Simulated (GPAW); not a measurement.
Runs of GPAW 26.7.0 on GaP. Symmetry: F-43m, No. 216, cubic system. Conventional cell: a = 5.451 Å, b = 5.451 Å, c = 5.451 Å, α = 90.00°, β = 90.00°, γ = 90.00°. Ga (site symmetry -43m) has 4 P at 2.36 Å as nearest neighbours. Around P (site symmetry -43m) lie 4 Ga at 2.36 Å. 

| task | level | potentials or basis | spin | band path | band points | spin axis theta (degrees) | spin axis phi (degrees) | eigensolver | gap on the mesh (eV) | pressure (GPa) | V0 of scaled cells (Å³/atom) | B0 (GPa) |
| --- | --- | --- | --- | --- | --- | --- | --- | --- | --- | --- | --- | --- |
| band structure | M06-L | GPAW PAW data sets (gpaw-data 1.2.1), pw | SOC, no magnetisation | GXWKGLUWLK,UX | 60 | 0 | 0 | - | 1.84 | 3.1 | - | - |
| equation of state | AM05 | PAW data sets generated in the run's folder for this functional, pw | off | - | - | - | - | - | - | - | (c) | 85 |
| equation of state | LDA | PAW data sets generated in the run's folder for this functional, pw | off | - | - | - | - | - | - | - | (b) | 92 |
| band structure | revPBE | the program's PAW data sets (release 1.2.1) made for this functional, pw | SOC, no magnetisation | GXWKGLUWLK,UX | 60 | 90 | 0 | - | 1.70 | (a) | - | - |
| band structure | revTPSS | GPAW PAW data sets (gpaw-data 1.2.1), pw | SOC, no magnetisation | GXWKGLUWLK,UX | 100 | 90 | 45 | davidson | 1.55 | 2.8 | - | - |

Alike in all rows: cell as given; k mesh 8 × 8 × 8; cutoff (eV) 600; smearing fermi-dirac 0.05 eV.

Question: Estimate the missing entries.

Answer: (a) 6.1; (b) 20.07; (c) 20.66.

Caveats: the data sets keep Ga 3d, Li 1s and Be 1s frozen, and some such compounds lay over 1.5 % in volume off other programs; spin-orbit coupling was added after a scalar SCF, so levels and gaps hold it while energy, forces, pressure and moments don't (some runs); this program's spin-orbit splittings come out too wide for heavy elements (some runs); the PAW data sets were made with another functional, which shifts forces and pressure a little (some runs).

A k mesh can miss the band edges, and rows without SOC leave out spin-orbit coupling on Ga.

Runs at the PBE level aren't shown here.
